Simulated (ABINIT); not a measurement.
Crystal: HfN.

```xyz
2
Lattice="0.0000 2.2560 2.2560 2.2560 0.0000 2.2560 2.2560 2.2560 0.0000" Properties=species:S:1:pos:R:3 pbc="T T T"
Hf    0.0000    0.0000    0.0000
N     2.2560    2.2560    2.2560
```

Base run:

| Quantity | Value |
| --- | --- |
| Program | ABINIT 10.8.3 (patched build) |
| Functional | SOGGA |
| Potentials or basis | JTH PAW PBE v2.0 |
| Cutoff | 707 eV |
| k mesh | 10 × 10 × 10 |
| Occupations | fermi-dirac, width 0.05 eV |
| Spin | spin-orbit coupling, no magnetisation |

Its results: band gap on the k mesh none (metal or under the smearing width); pressure -4.8 GPa.

The run is repeated on the same cell with these changes: functional from SOGGA to PBE. What comes out?

Band gap on the k mesh none (metal or under the smearing width); pressure 5.0 GPa.

PBE binds less tightly than SOGGA, so the same cell stands under more pressure.

Caveats: the PAW data sets were made with another functional, which shifts forces and pressure a little (some runs).
